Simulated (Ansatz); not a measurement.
## KCl: stiffness from a series of strains

```
CELL_PARAMETERS angstrom
0.00000 3.15610 3.15610
3.15610 0.00000 3.15610
3.15610 3.15610 0.00000
ATOMIC_POSITIONS crystal
K 0.00000 0.00000 0.00000
Cl 0.50000 0.50000 0.50000
```

Atom numbers follow the list: K1, Cl2.

The structure is an experimental refinement, used without relaxation.

All numbers below come from DFT, LDA, all-electron LAPW, scalar-relativistic in Ansatz 0.2.0.

The runs use a Γ-centred 7×7×7 k mesh, Fermi–Dirac smearing of 0.03 eV, basis error target 1 meV/atom, no spin polarisation.

The strain is applied along the Cartesian axes of the cell as listed (the other components stay zero). Fractional coordinates are held (clamped ions).

σ is the change of stress from the unstrained cell, which is at -2.08 GPa; tension is positive, so slopes are stress–strain coefficients at that pressure.

Only quantities that a quadratic follows smoothly over the whole series are listed; rougher ones are left out.

```csv
εzz,σzz (GPa),σxx (GPa)
-0.0300,-1.20,-0.13
-0.0200,-0.73,-0.09
0.0000,0.00,0.00
0.0100,0.28,0.04
0.0200,0.51,0.08
0.0300,0.70,0.12
```

Fit the series and read off the stiffness at zero strain.

Least-squares fits y = p0 + p1 x + p2 x² to the rows give σzz (GPa): p1 = 31.4, p2 = -270; σxx (GPa): p1 = 4.19, p2 = -4.5. So C11 = 31 GPa and C12 = 4 GPa, which gives B = (C11 + 2 C12)/3 = 13 GPa.

One run, at εzz = -0.0100, is withheld. Predict its row.

The fits give -0.34, -0.04; the run gave -0.34, -0.04.
